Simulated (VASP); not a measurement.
Set up this calculation in VASP 6.6.1, as the native input.

| Property | Result |
| --- | --- |
| Task | relaxation of cell and atoms |
| Functional | PBE |
| Potentials or basis | VASP PAW PBE potentials, release 64 (Be, Te) |
| Cutoff | 300 eV |
| k mesh | 4 × 4 × 4 |
| Occupations | gaussian, width 0.03 eV |
| Spin | no spin polarisation |
| Further INCAR settings | ALGO = Normal; EDIFF = 1e-06; IBRION = 2; EDIFFG = -0.01; NSW = 90; ISIF = 3 |

The structure of BeTe lies in POSCAR:

```
BeTe
1.0
    0.0000000000      2.7700000000      2.7700000000
    2.7700000000      0.0000000000      2.7700000000
    2.7700000000      2.7700000000      0.0000000000
Be Te
1 1
Direct
    0.0000000000      0.0000000000      0.0000000000
    0.2500000000      0.2500000000      0.2500000000
```

The input as run:

INCAR

```
SYSTEM = BeTe
PREC     = Accurate       ! precision mode
ENCUT    = 300            ! plane-wave cutoff, eV
EDIFF    = 1E-6           ! SCF threshold, eV
ISMEAR   = 0              ! smearing method
SIGMA    = 0.03           ! smearing width, eV
LREAL    = .FALSE.        ! projectors in reciprocal space
LASPH    = .TRUE.         ! aspherical terms in the spheres
NELM     = 80             ! most SCF steps
ALGO     = Normal         ! electronic algorithm
ISIF     = 3              ! what is computed and relaxed
LWAVE    = .FALSE.        ! write WAVECAR
LCHARG   = .FALSE.        ! write CHGCAR
GGA      = PE             ! functional
IBRION   = 2              ! ionic algorithm
NSW      = 90             ! ionic steps
EDIFFG   = -0.01          ! ionic threshold
```

KPOINTS

```
Automatic mesh
0
G
  4 4 4
  0 0 0
```

Potentials or basis: VASP PAW PBE potentials, release 64 (Be, Te).

Command:

```bash
$ cat potpaw_PBE.64/Be/POTCAR potpaw_PBE.64/Te/POTCAR > POTCAR
$ mpirun -np 1 vasp_std > vasp.out
```

Results of the run:

The relaxed volume is 22.94 Å³/atom. The relaxed cell is a = 4.018 Å, b = 4.018 Å, c = 4.018 Å, α = 60.00°, β = 60.00°, γ = 60.00° and the space group after relaxing (to 0.05 Å) is F-43m (No. 216). The energy gained by relaxing is 24.6 meV/atom and the ionic steps are 3. The pressure after relaxing is 0.0 GPa and the band gap on the k mesh is 2.03 eV, indirect (least direct gap 3.62 eV).

Caveat: the k mesh is coarse (spacing up to 0.49 Å⁻¹), so the values aren't converged; the cutoff is under 1.25 times the usual one of these potentials, so pressure, stress and relaxed cells hold a basis-set (Pulay) error; spin-orbit coupling is left out, which moves the levels of the heavy elements.

Run time: 3.7 s on 1 thread of Intel(R) Xeon(R) 6975P-C (Granite Rapids), with other jobs on the host, peak memory 0.13 GiB.
